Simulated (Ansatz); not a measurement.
**GaSe under strain: Ga-69 nuclear quadrupole resonance**

Cell: a COD entry, relaxed with PBE at fixed cell and then changed (z stretched by 3 %, ions relaxed).

```xyz
8
Lattice="3.7500 0.0000 0.0000 -1.8750 3.2476 0.0000 0.0000 0.0000 16.3976" Properties=species:S:1:pos:R:3 pbc="T T T"
Ga    0.0000    2.1651   15.1785
Ga    1.8750    1.0825    6.9797
Ga    0.0000    2.1651    9.4179
Ga    1.8750    1.0825    1.2191
Se    0.0000    2.1651    2.5398
Se    1.8750    1.0825   10.7386
Se    0.0000    2.1651    5.6590
Se    1.8750    1.0825   13.8578
```

Atom numbers follow the list; atoms alike are taken as one site, whose name carries the number of the first.

Level of theory: DFT, PBE, plane waves and PAW, scalar-relativistic, 420 eV cutoff, Γ-centred 14×14×3 k-points, Fermi–Dirac smearing 0.05 eV (Ansatz 0.2.0).

Ga-69: I = 3/2, Q = 171.0 mb (year-2017 value). Static lattice, zero field.

Task: Predict the zero-field Ga-69 lines of each site.

Result: For I = 3/2 there is one line, ν = (|C_Q|/2)(1 + η²/3)^½.

```tsv
site	atoms	V_zz (10²¹ V/m²)	C_Q (MHz)	η	line frequencies (MHz)
Ga	1, 2, 3, 4	0.41	1.69	0.00	0.844
```

Task: And for Ga-71 (I = 3/2, Q = 107.0 mb) on Ga?

Result: C_Q scales with Q to 1.06 MHz, with lines at 0.528 MHz.

An axis of threefold or higher order runs through Ga, so V_zz lies along it and η is zero.

The run finds no gap above 0.1 eV (a metal, or nearly one), so the gradients can move by 10 % or more with the k-mesh.

The relaxation (3 steps) took 40 s of wall time (40 s of CPU time) and 0.89 GiB at its peak, on 1 thread of Intel Xeon 6975P-C (Granite Rapids) (x86_64; 16 cores open to the job, memory cap 3.0 GiB, no GPU), a shared host with a load of 0.1 a core.
